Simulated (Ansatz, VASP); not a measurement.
# One calculation of Cs, two programs

```
Cs
1.0
    -3.12847    3.12847    3.12847
     3.12847   -3.12847    3.12847
     3.12847    3.12847   -3.12847
Cs
1
Direct
  0.00000 0.00000 0.00000
```

Alike in both runs: task relaxation of cell and atoms; functional PBE; k mesh 6 × 6 × 6; occupations fermi-dirac, width 0.05 eV; no spin polarisation.

|  | VASP | Ansatz |
| --- | --- | --- |
| version | VASP 6.6.1 | Ansatz 0.2.0 |
| potentials or method | VASP PAW PBE potentials, release 64 (Cs_sv), cutoff 600 eV | all-electron LAPW, scalar-relativistic |

|  | VASP | Ansatz | Ansatz less VASP |
| --- | --- | --- | --- |
| relaxed volume (Å³/atom) | 118.33 | 117.24 | -1.091 |
| relaxed cell length with the largest relative difference (Å) | 5.357 | 5.340 | -0.0165 |
| energy change over the relaxation (meV/atom) | -1 | -1 | +0.1 |

Ansatz ran all-electron here, so the differences hold the error of VASP's frozen core and of both bases.

Spin-orbit coupling is left out, which matters for the levels of Cs.
